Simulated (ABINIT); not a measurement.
# CdTe: single point with LDA

**What was measured.**

From a printed reference work, data compilation, for a bulk crystal of CdTe at 0 K: band gap 1.607 eV.

The system is CdTe.

```
Te Cd
1.0
     0.00000    3.20500    3.20500
     3.20500    0.00000    3.20500
     3.20500    3.20500    0.00000
Te Cd
1 1
Direct
  0.75000 0.75000 0.75000
  0.00000 0.00000 0.00000
```

```
Program             : ABINIT 10.8.3 (patched build)
Task                : single point
Functional          : LDA
Potentials or basis : JTH PAW LDA v2.0
Cutoff              : 463 eV
k mesh              : 9 × 9 × 9
Occupations         : fermi-dirac, width 0.05 eV
Spin                : no spin polarisation
```

```yaml
Band_gap_on_the_k_mesh: 0.61 eV, direct
Valence_electrons_inside_the_program's_atomic_spheres: Te 3.18; Cd 10.49
```

Levels at points of the mesh, in eV from the valence-band top:
```tsv
k point	band 6	band 7	band 8	band 9	band 10	band 11	band 12	band 13
(0.00, 0.00, 0.00)	-8.09	0.00	0.00	0.00	0.61	4.53	4.53	4.53
```

Run time: 83 s on 1 thread of Arm Neoverse N1, with other jobs on the host, peak memory 0.11 GiB.

A measured gap of CdTe is 1.607 eV (0 K; a printed reference work, data compilation); the calculated 0.61 eV misses it by -0.99 eV. Spin-orbit coupling on Cd, Te is left out. The value is that of LDA, without temperature or zero-point motion. Semilocal functionals fall short of measured gaps as a rule.

Caveat: spin-orbit coupling is left out, which moves the levels of the heavy elements.
